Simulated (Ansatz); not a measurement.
CoO:

```
Co O
1.0
     1.50547    0.86918    2.43993
    -1.50547    0.86918    2.43993
     0.00000   -1.73837    2.43993
Co O
1 1
Direct
  0.00000 0.00000 0.00000
  0.50000 0.50000 0.50000
```

The cell is a database's computed one.

Base run:

| Quantity | Value |
| --- | --- |
| Program | Ansatz 0.2.0 |
| Functional | PBE |
| Potentials or basis | Ansatz PAW |
| Cutoff | 420 eV (not typed: the program's choice for these potentials) |
| k mesh | 11 × 11 × 11 |
| Occupations | fermi-dirac, width 0.05 eV |
| Spin | no spin polarisation |

Its results: band gap on the k mesh none (metal or under the smearing width); pressure -18.1 GPa.

The run is repeated on the same cell with these changes: spin from no spin polarisation to collinear spin, ferromagnetic start. What comes out?

Band gap on the k mesh none (metal or under the smearing width); pressure 0.0 GPa; net moment 2.90 μB per cell; site moments Co +2.47; O +0.31 μB.

Caveats: semilocal functionals often make such compounds metallic where correlation or magnetic order opens a gap, which also shifts bond lengths; an odd number of electrons without spin polarisation forces a metal (some runs); a magnetic or distorted state may lie lower (some runs); a cell with one magnetic atom can't hold antiferromagnetic order, which such compounds often take (some runs).
